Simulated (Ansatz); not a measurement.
Runs of Ansatz 0.2.0 on Sb. Symmetry: Im-3m, No. 229, cubic system. Conventional cell: a = 3.743 Å, b = 3.743 Å, c = 3.743 Å, α = 90.00°, β = 90.00°, γ = 90.00°. Sb (site symmetry m-3m) has 8 Sb at 3.24 Å as nearest neighbours. This isn't the form of Sb at room conditions, which is rhombohedral.

```csv
screening (1/Å),gap on the mesh (eV),pressure (GPa)
0.15,none,-1.1
0.6,none,(a)
0.4,none,-0.3
0.2,none,-0.9
0.1,none,-1.9
0.3,none,(b)
```

Alike in all rows: task single point; level HSE06 form with a typed share of exact exchange; potentials or basis Ansatz PAW; no spin polarisation; cell as given; k mesh 5 × 5 × 5; cutoff (eV) 420; smearing fermi-dirac 0.05 eV; the mesh is coarse, so values aren't converged.

Problem. Estimate the missing entries.

Solution. (a) 0.3; (b) -0.6.

Caveats: all runs use coarse meshes; the PAW data sets come from PBE, with cores solved anew for the run's functional, which leaves a small shift of forces and pressure; the thresholds are loose for stress.

A k mesh can miss the band edges, and the runs leave out spin-orbit coupling on Sb.

A gap of «none» marks a metal or a gap under the smearing width.
